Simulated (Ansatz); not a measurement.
Consider BAs (honeycomb bilayer).

The cell holds 4 atoms: 2 B and 2 As. Cell: a = 3.371 Å, b = 3.371 Å, c = 30.500 Å, α = 90.0°, β = 90.0°, γ = 120.0°. Regions: layer 1 (BAs-hc), 2 atoms (1 B and 1 As); layer 2 (BAs-hc), 2 atoms (1 B and 1 As). Vacuum lies along c.

```xyz
4
Lattice="3.3713 0.0000 0.0000 -1.6857 2.9197 0.0000 0.0000 0.0000 30.5000" Properties=species:S:1:pos:R:3
B     0.0000    1.9464   13.4598
As    1.6857    0.9732   13.4142
B     0.0000    0.0000   17.0858
As    0.0000    1.9464   17.0338
```

The structure was relaxed with PBE-D3(BJ). The runs that relaxed it are not among those shown.

Gaps computed with Ansatz 0.2.0 without a self-energy: PBE 0.52 eV.

Question: What gap should G0W0 on PBE give (6×6×1 mesh, 442 empty bands, screening to 75 eV, PAW set soft_1 files)?

About 0.99 eV: on its mesh the run moves the gap from 0.52 eV by +0.47 eV. Bands and cutoff are finite, so the gap is not at the basis limit. The miss can reach some tenths of an eV and take either sign; the mesh is an error of its own. The mesh in the plane is coarse for a sheet; gap and any exciton binding can still move on denser ones. The many-body steps are scalar-relativistic: spin-orbit coupling is not in them.

[Paths, hosts, dates, memory and timing lines, banners, echoed tables and standing remarks are left out of the program output.]

[Logs are printed without paths, hosts, clocks, repeated set-up lines and the standing remarks that a program may print on its own settings, such as how far it seeks lower states.]

[Runs of the session that timed out or met a known fault of the program may be left out.]

[Cells called generated may have been cut or substituted from an entry of the Crystallography Open Database or the Materials Project.]

[Hosts, paths, dates, database ids (printed as entryN), source tags and the programs' standing remarks are cut or masked in the printed files.]
